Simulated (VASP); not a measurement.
SiC (Moissanite 3C):

```
Si C
1.0
     0.00000    2.17900    2.17900
     2.17900    0.00000    2.17900
     2.17900    2.17900    0.00000
Si C
1 1
Direct
  0.00000 0.00000 0.00000
  0.25000 0.25000 0.25000
```

Base run:

```yaml
Program: VASP 6.6.1
Functional: PBE0
Potentials_or_basis: VASP PAW PBE potentials, release 64 (Si, C)
Cutoff: 520 eV
k_mesh: 10 × 10 × 10
Occupations: gaussian, width 0.03 eV
Spin: no spin polarisation
```

Its results: band gap on the k mesh 2.95 eV, indirect (least direct gap 6.46 eV); pressure -2.0 GPa.

Q: The run is repeated on the same cell with these changes: functional from PBE0 to PBE. What comes out?

A: Band gap on the k mesh 1.36 eV, indirect (least direct gap 4.54 eV); pressure 3.2 GPa.

PBE0 gives the wider gap, since exact exchange removes part of the self-interaction.

Caveats: the PAW data sets were made with another functional, which shifts forces and pressure a little (some runs).
